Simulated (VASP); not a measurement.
Set up this calculation in VASP 6.6.1, as the native input.

* Task: single point
* Functional: r2SCAN
* Potentials or basis: VASP PAW PBE potentials, release 64 (Ag, I)
* Cutoff: 520 eV
* k mesh: 6 × 6 × 6
* Occupations: gaussian, width 0.01 eV
* Spin: no spin polarisation
* Dipole correction: no
* Further INCAR settings: ALGO = Normal; EDIFF = 1e-06; NBANDS = 16

The system is AgI.

```
CELL_PARAMETERS angstrom
0.00000 3.36421 3.36421
3.36421 0.00000 3.36421
3.36421 3.36421 0.00000
ATOMIC_POSITIONS crystal
Ag 0.00000 0.00000 0.00000
I 0.25000 0.25000 0.25000
```

The cell was built by a generator and needn't be a form met in nature.

The cell isn't the ideal one: hydrostatic strain +2.3%.

The input as run:

POSCAR

```
AgI
1.0
    0.0000000000      3.3642121479      3.3642121479
    3.3642121479      0.0000000000      3.3642121479
    3.3642121479      3.3642121479      0.0000000000
Ag I
1 1
Direct
    0.0000000000      0.0000000000      0.0000000000
    0.2500000000      0.2500000000      0.2500000000
```

INCAR.step1

```
PREC     = Accurate       # precision mode
ENCUT    = 520            # plane-wave cutoff, eV
ISMEAR   = 0              # smearing method
SIGMA    = 0.01           # smearing width, eV
LREAL    = F              # projectors in reciprocal space
LASPH    = T              # aspherical terms in the spheres
NELM     = 100            # most SCF steps
NBANDS   = 16             # bands
GGA      = PE             # functional
ALGO     = Normal         # electronic algorithm
EDIFF    = 1E-4           # SCF threshold, eV
LWAVE    = T              # write WAVECAR
LCHARG   = F              # write CHGCAR
```

INCAR.step2

```
PREC     = Accurate       # precision mode
ENCUT    = 520            # plane-wave cutoff, eV
EDIFF    = 1E-6           # SCF threshold, eV
ISMEAR   = 0              # smearing method
SIGMA    = 0.01           # smearing width, eV
LREAL    = F              # projectors in reciprocal space
LASPH    = T              # aspherical terms in the spheres
NELM     = 100            # most SCF steps
ALGO     = Normal         # electronic algorithm
ISIF     = 2              # what is computed and relaxed
LWAVE    = F              # write WAVECAR
LCHARG   = F              # write CHGCAR
METAGGA  = R2SCAN         # meta-GGA
LMIXTAU  = T            
NBANDS   = 16             # bands
ISTART   = 1
```

KPOINTS

```
regular mesh
0
Gamma
  6 6 6
```

Potentials or basis: VASP PAW PBE potentials, release 64 (Ag, I).

The run is started by

```bash
$ cat potpaw_PBE.64/Ag/POTCAR potpaw_PBE.64/I/POTCAR > POTCAR
$ cp INCAR.step1 INCAR
$ mpirun -np 1 vasp_std > vasp.out
$ cp INCAR.step2 INCAR
$ mpirun -np 1 vasp_std > vasp.out
```

It gave:

```
Pressure               : -1.7 GPa
Band gap on the k mesh : 1.80 eV, direct
```

Caveat: the PAW data sets were made with another functional, which shifts forces and pressure a little; spin-orbit coupling is left out, which moves the levels of the heavy elements.

Wall time 52 s on 1 thread of Intel(R) Xeon(R) Platinum 8559C (Emerald Rapids), with other jobs on the host, peak memory 0.22 GiB.
